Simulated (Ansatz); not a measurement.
Runs of Ansatz 0.2.0 on MgB2. The structure is hexagonal, space group P6/mmm (No. 191). The conventional cell has a = 3.085 Å, b = 3.085 Å, c = 3.523 Å, α = 90.00°, β = 90.00°, γ = 120.00°. Mg (site symmetry 6/mmm) has 12 B at 2.51 Å as nearest neighbours. Around B (site symmetry -6m2) lie 3 B at 1.78 Å. 

```csv
level,gap on the mesh (eV),pressure (GPa),relaxed volume (Å³/atom)
RPBE+D3(BJ),none,0.0,8.44
PBEsol+D3(BJ),none,0.0,9.21
RPBE+D4,none,0.0,9.23
revPBE+D4,none,0.0,9.23
revPBE+D3(BJ),none,0.0,(a)
```

Alike in all rows: task relaxation of cell and atoms; potentials or basis Ansatz PAW; no spin polarisation; cell relaxed; k mesh 10 × 10 × 8; cutoff (eV) 420; smearing fermi-dirac 0.05 eV.

Q: Estimate the missing entries.

A: (a) 9.15.

Caveats: the plane-wave basis is chosen anew once the cell has moved, so the energies of steps on either side of that aren't comparable; pairwise dispersion overbinds metals, which lowers pressure and volume; the PAW data sets come from PBE, with cores solved anew for the run's functional, which leaves a small shift of forces and pressure; the volume moved by -13 % from the deposited cell, more than functionals usually miss (some runs).

A gap of «none» marks a metal or a gap under the smearing width.
